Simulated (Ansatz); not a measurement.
# PtSe2: the cost of one run

Method: DFT LDA+U (U = 6 eV, J = 0.7 eV on Pt d), plane waves, PAW, no spin–orbit coupling unless a run says so, in Ansatz 0.2.0.

### Step 1. The starting structure

The structure is trigonal, space group R-3m (No. 166). The conventional cell has a = 3.827 Å, b = 3.827 Å, c = 17.358 Å, α = 90.00°, β = 90.00°, γ = 120.00°. Pt (site symmetry -3m) is surrounded by 6 Se at 2.62 Å. Se (site symmetry 3m) has 3 Pt at 2.62 Å in its first shell of neighbours.

Coordinates:

```
Pt Se
1.0
     1.91373    1.10489    5.78592
    -1.91373    1.10489    5.78592
     0.00000   -2.20978    5.78592
Pt Se
1 2
Direct
  0.00000 0.00000 0.00000
  0.25200 0.25200 0.25200
  0.74800 0.74800 0.74800
```

### Step 2. Ferromagnetic start, free, symmetry kept, no search

The input, input.yaml:

```yaml
crystal:
  lattice:
    - [1.91372623, 1.10489035, 5.78591515]
    - [-1.91372623, 1.10489035, 5.78591515]
    - [0.0, -2.20978071, 5.78591515]
  atoms:
    - { symbol: Pt, position: [0.0, 0.0, 0.0], spin: 4.0 }
    - { symbol: Se, position: [0.252, 0.252, 0.252] }
    - { symbol: Se, position: [0.748, 0.748, 0.748] }
basis:
  ecutwfc: 420
  ecutrho_ratio: 4
kpoints:
  mp_grid: { grid: [6, 6, 6] }
hamiltonian:
  xc: lda
  hubbard: { sites: [{ site: 0, l: d, u: 6.0, j: 0.7 }] }
scf:
  occupations: { method: gaussian, width: 0.05 }
  lower_state_search: "off"
  max_iter: 150
output:
  forces: true
  stress: true
  eigenvalues: true
  populations: true
  hubbard: { sites: [{ site: 0, l: d }] }
magnetization:
  spin_polarized: true
```

Command:

```console
$ ansatz run input.yaml --threads 2 --pin off --max-ram 3072MiB --backend cpu --events-out ev --progress --plain --runs-dir out
```

What time and memory should one allow on 2 threads of AMD EPYC 9R45 (Zen 5), shared host?

About 2.9 s, with a peak of 0.54 GiB.
